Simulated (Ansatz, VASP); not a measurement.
SiO2 (Stishovite) in VASP and in Ansatz

```
Si O
1.0
     4.18473    0.00000    0.00000
     0.00000    4.18473    0.00000
     0.00000    0.00000    2.66852
Si O
2 4
Cartesian
  0.0000 0.0000 0.0000
  2.0924 2.0924 1.3343
  1.2810 1.2810 0.0000
  0.8114 3.3733 1.3343
  2.9038 2.9038 0.0000
  3.3733 0.8114 1.3343
```

Alike in both runs: functional r2SCAN; k mesh 6 × 6 × 10; occupations fermi-dirac, width 0.02 eV; no spin polarisation.

Ansatz relaxed the structure, and its values are those at the end. VASP's run is a single point on that final structure, the one shown.

```csv
,VASP,Ansatz
version,VASP 6.6.1,Ansatz 0.2.0
potentials or method,"VASP PAW PBE potentials, release 64 (Si, O)",PAW plane waves
plane-wave cutoff (eV),520,500
valence electrons in the cell,32,32
```

|  | VASP | Ansatz | Ansatz less VASP |
| --- | --- | --- | --- |
| gap on the k mesh at the Fermi level (eV) | 6.52 | 6.53 | +0.012 |
| pressure (GPa) | 0.5 | 0.0 | -0.52 |
| rms of the force components (eV/Å) | 0.011 | 0.000 | -0.0112 |

Caveats: the PAW data sets were made with another functional, which shifts forces and pressure a little (VASP). r2SCAN opens gaps a little over a GGA but as a rule still falls short of measured ones. A k mesh can miss the band edges.
